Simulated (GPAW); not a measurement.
Runs of GPAW 26.7.0 on Zr. The structure is hexagonal, space group P6_3/mmc (No. 194). Conventional cell: a = 3.232 Å, b = 3.232 Å, c = 5.147 Å, α = 90.00°, β = 90.00°, γ = 120.00°. Around Zr (site symmetry -6m2) lie 12 Zr at 3.18 to 3.23 Å. 

| task | level | potentials or basis | spin | cell | k mesh | optimizer | fmax | max steps | convergence | band path | gap on the mesh (eV) | pressure (GPa) | relaxed volume (Å³/atom) |
| --- | --- | --- | --- | --- | --- | --- | --- | --- | --- | --- | --- | --- | --- |
| relaxation of cell and atoms | PBEsol | PAW data sets generated in the run's folder for this functional, pw | off | relaxed | 9 × 9 × 5 | BFGS | 0.01 eV/Å | 60 | density=1e-05 forces=0.0001 | - | none | 0.0 | 22.41 |
| band structure | PBEsol | PAW data sets generated in the run's folder for this functional, pw | off | as given | 9 × 9 × 5 | - | - | - | - | GMKGALHA,LM,KH | - | (a) | - |
| band structure | PBEsol | PAW data sets generated in the run's folder for this functional, pw | SOC, no magnetisation | as given | 7 × 7 × 4 | - | - | - | - | GMKGALHA,LM,KH | - | -3.5 | - |
| relaxation of cell and atoms | LDA | the program's PAW data sets (release 1.2.1) made for this functional, pw | off | relaxed | 9 × 9 × 5 | BFGS | 0.01 eV/Å | 100 | density=1e-05 forces=0.0001 | - | none | 0.0 | (b) |
| band structure | RPBE | the program's PAW data sets (release 1.2.1) made for this functional, pw | off | as given | 9 × 9 × 5 | - | - | - | - | GMKGALHA,LM,KH | - | 2.4 | - |

Alike in all rows: cutoff (eV) 600; smearing fermi-dirac 0.05 eV.

**Question.** Fill in the values left out.

**Answer.** (a) -3.6; (b) 21.70.

Caveats: later steps reuse the first step's grids (some runs); spin-orbit coupling was added after a scalar SCF, so levels and gaps hold it while energy, forces, pressure and moments don't (some runs); this program's spin-orbit splittings come out too wide for heavy elements (some runs).

A k mesh can miss the band edges, and rows without SOC leave out spin-orbit coupling on Zr.

A gap of «none» marks a metal or a gap under the smearing width.
